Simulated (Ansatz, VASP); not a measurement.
Given: the input of a run of VASP 6.6.1 on BN. The cell is a database's computed one, not the measured one.

INCAR

```
SYSTEM = BN
ALGO = Normal
EDIFF = 1E-7
EDIFFG = -0.005
ENCUT = 600
GGA = PE
IBRION = 2
ISIF = 3
ISMEAR = -1
IVDW = 13
LASPH = .True.
LCHARG = .False.
LREAL = .False.
LWAVE = .False.
NELM = 80
NSW = 40
PREC = Accurate
SIGMA = 0.05
```

File KPOINTS:

```
k-points
0
Gamma
  13 13 13
  0 0 0
```

The input POSCAR:

```
BN
1.0
    0.0000000000      1.8130010000      1.8130010000
    1.8130010000      0.0000000000      1.8130010000
    1.8130010000      1.8130010000      0.0000000000
N B
1 1
Direct
    0.2500000000      0.2500000000      0.2500000000
    0.0000000000      0.0000000000      0.0000000000
```

Potentials or basis: VASP PAW PBE potentials, release 64 (N, B).

Launch:

```sh
$ cat potpaw_PBE.64/N/POTCAR potpaw_PBE.64/B/POTCAR > POTCAR
$ mpirun -np 1 vasp_std > vasp.out
```

Task: Translate it to Ansatz 0.2.0. Potentials or basis there: all-electron LAPW, scalar-relativistic.

Result: As run (cutoffs and basis follow the program's own potentials, and thresholds, step limits or extra output files can differ):

Contents of input.yaml:

```yaml
crystal:
  lattice:
    - [0.0, 1.813001, 1.813001]
    - [1.813001, 0.0, 1.813001]
    - [1.813001, 1.813001, 0.0]
  atoms:
    - { symbol: "N", position: [0.25, 0.25, 0.25] }
    - { symbol: B, position: [0.0, 0.0, 0.0] }
kpoints:
  mp_grid: { grid: [13, 13, 13] }
scf:
  occupations: { method: fermi_dirac, width: 0.05 }
hamiltonian:
  xc: pbe
  dispersion: d4
  pseudopotentials: { kind: all_electron, lapw: { basis_error: 0.001 } }
output:
  forces: true
  stress: true
relax:
  f_tol: 0.02
  max_steps: 60
  cell: {}
```

Potentials or basis: all-electron LAPW, scalar-relativistic.

Command:

```sh
$ ansatz run input.yaml --threads 1 --pin off --max-ram 3072MiB --backend cpu --events-out ev --progress --plain --runs-dir out
```

Both were run:

|  | VASP | Ansatz |
| --- | --- | --- |
| Relaxed volume | 5.86 Å³/atom | 5.87 Å³/atom |
| Relaxed cell | a = 2.550 Å, b = 2.550 Å, c = 2.550 Å, α = 60.00°, β = 60.00°, γ = 60.00° | a = 2.550 Å, b = 2.550 Å, c = 2.550 Å, α = 60.00°, β = 60.00°, γ = 60.00° |
| Space group after relaxing | F-43m (No. 216) | F-43m (No. 216) |
| Pressure after relaxing | 0.0 GPa | 0.0 GPa |

Where Ansatz's input types no cutoff or centring, it takes its own default and a Γ-centred mesh.

Pressure is positive in compression.
